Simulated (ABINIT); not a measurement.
PbS in ABINIT: the effect of functional

Crystal: PbS.

```xyz
2
Lattice="2.1127 1.2197 3.4519 -2.1127 1.2197 3.4519 0.0000 -2.4395 3.4519" Properties=species:S:1:pos:R:3 pbc="T T T"
Pb    0.0000    0.0000   10.1545
S     0.0000    0.0000    4.9193
```

The cell is a database's computed one.

Alike in all runs:

| Quantity | Value |
| --- | --- |
| Program | ABINIT 10.8.3 (patched build) |
| Task | band structure |
| k mesh | 8 × 8 × 8 |
| Occupations | fermi-dirac, width 0.05 eV |
| Spin | no spin polarisation |

Question: One run gave: gap on the mesh 0.35 eV; pressure -1.9 GPa. Which functional did it use?
A. PBEsol
B. LDA
C. r2SCAN

Answer: A.

```tsv
functional	potentials or basis	cutoff	gap on the mesh (eV)	pressure (GPa)
LDA	JTH PAW LDA v2.0	599 eV	0.33	-3.7
PBEsol	JTH PAW PBE v2.0	599 eV	0.35	-1.9
r2SCAN	JTH PAW PBE v2.0	707 eV	0.72	-0.1
```

Caveats: spin-orbit coupling is left out, which as a rule narrows the gap of such compounds by several tenths of an eV; the PAW data sets were made with another functional, which shifts forces and pressure a little (some runs).

